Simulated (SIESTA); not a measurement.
## WS2 (Tungstenite) under changes of volume

One of the cells (18.245 Å³/atom); the others are scaled copies at fixed shape and fractional positions:

```
W S
1.0
     3.18000    0.00000    0.00000
    -1.59000    2.75396    0.00000
     0.00000    0.00000   12.50000
W S
2 4
Direct
  0.66667 0.33333 0.75000
  0.33333 0.66667 0.25000
  0.66667 0.33333 0.37500
  0.33333 0.66667 0.87500
  0.66667 0.33333 0.12500
  0.33333 0.66667 0.62500
```

| Quantity | Value |
| --- | --- |
| Program | SIESTA 5.4.2 |
| Functional | LDA |
| Potentials or basis | PseudoDojo 0.4 standard (LDA files) |
| Basis | DZP (energy shift 0.003 Ry; two zetas on semicore shells) |
| Grid cutoff | 800 Ry |
| Energy shift | 0.003 Ry |
| k mesh | 8 × 8 × 2 |
| Occupations | fermi-dirac, width 0.05 eV |
| Spin | no spin polarisation |

```csv
volume (Å³/atom),energy over the lowest point (meV/atom),pressure (GPa),gap on the mesh (eV),largest force (eV/Å)
17.150,?,?,?,?
17.515,4.88,4.1,1.16,0.847
17.880,0.00,0.3,1.17,0.436
18.245,3.25,-3.1,1.18,0.054
18.610,13.80,-6.1,1.19,0.298
18.975,30.90,-8.8,1.19,0.625
19.340,53.79,-11.2,1.20,0.926
```

Q: What does the run at 17.150 Å³/atom give?

A: Energy over the lowest point 18.84 meV/atom; pressure 8.3 GPa; gap on the mesh 1.14 eV; largest force 1.292 eV/Å.

Worked out: A Birch-Murnaghan fit of order 3 (a polynomial in V^(-2/3)) to the other rows has its minimum at 17.91 Å³/atom with B0 = V·E''(V) = 174 GPa and B' = 4.5 at fixed shape and positions, which overstates the stiffness. It gives 18.90 meV/atom at 17.150 Å³/atom, against the run's 18.84, and -dE/dV = 8.3 GPa, against 8.3. A straight line through the other rows of the gap, of slope 0.39 eV per unit of ln V, extrapolates to 1.15 eV, against the run's 1.14.

Energies are extrapolated to zero smearing.

Caveats: short orbitals over semicore shells can move pressures by several GPa; spin-orbit coupling is left out, which moves the levels of the heavy elements; the basis of atomic orbitals isn't converged, which shifts pressures, moduli and gaps; forces of over 1 eV/Å show positions far from the minimum, so gaps and moduli don't describe the material at rest (some runs).

A mesh can miss the band edges.
